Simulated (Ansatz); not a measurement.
Structures of Ga$_{3}$N: which is lowest?

Plane-wave DFT in Ansatz with scalar-relativistic PAW potentials, cutoff 420 eV, Γ-centred meshes chosen by cell and gap, Gaussian smearing with energies taken to zero width. Every cell was relaxed (cell and atoms) in a run of its own, within the symmetry of its start. Functional: PBE.

Relaxed structures (starts from databases or built by putting these elements on another compound's sites):
A. Pm-3m, 4 atoms in the computed cell, a = 4.370 Å; sites (symmetry × multiplicity) Ga 4/mm.m × 3, N m-3m × 1; start: built
B. P6/mmm, 4 atoms in the computed cell, a = 5.060 Å, c = 3.586 Å; sites (symmetry × multiplicity) Ga -6m2 × 2 + 6/mmm × 1, N 6/mmm × 1; start: built

Problem. Rank them by energy. Could pressure change the order?

Solution.
```tsv
structure	group	E − E(lowest) (meV/atom)	V (Å³/atom)	gap on mesh (eV)
B	P6/mmm	0.0	19.88	0.00
A	Pm-3m	171	20.87	0.00
```

B is lowest, 171 meV/atom under A. The lowest is also the densest of these, so pressure wouldn't bring one of the others in at first order. Other structures may lie lower than all of these, and vibrations aren't counted.

Spin polarisation was left out, and a magnetic state may lie lower.